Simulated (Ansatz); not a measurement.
The system is Si2W.

```
CELL_PARAMETERS angstrom
-1.60690 1.60690 3.91495
1.60690 -1.60690 3.91495
1.60690 1.60690 -3.91495
ATOMIC_POSITIONS crystal
W 0.00000 0.00000 0.00000
Si 0.66530 0.66530 0.00000
Si 0.33470 0.33470 0.00000
```

* Program: Ansatz 0.2.0
* Task: relaxation of cell and atoms
* Functional: RPBE
* Dispersion: D4
* Potentials or basis: Ansatz PAW
* Cutoff: 420 eV (not typed: the program's choice for these potentials)
* k mesh: 12 × 12 × 12
* Occupations: fermi-dirac, width 0.05 eV
* Spin: no spin polarisation

At the start: volume 13.48 Å³/atom.

Task: How do energy, volume and symmetry change on relaxing?

Result: It ends after 5 steps and the volume is 13.12 Å³/atom (-2.7 %); space group I4/mmm (No. 139, to 0.05 Å).

The path:
```tsv
step	energy change (eV)	largest force (eV/Å)	volume (Å³)
1	0.0000	0.1075	40.44
2	-0.0181	0.0883	38.94
3	-0.0223	0.0301	39.37
4	-0.0223	0.0095	39.36
5	-0.0220	0.0095	39.36
```

Final structure:
```
W Si
1.0
    -1.59019    1.59019    3.89133
     1.59019   -1.59019    3.89133
     1.59019    1.59019   -3.89133
W Si
1 2
Direct
  0.00000 0.00000 0.00000
  0.66628 0.66628 0.00000
  0.33372 0.33372 0.00000
```

Caveat: the plane-wave basis is chosen anew once the cell has moved, so the energies of steps on either side of that aren't comparable; the PAW data sets come from PBE, with cores solved anew for the run's functional, which leaves a small shift of forces and pressure.
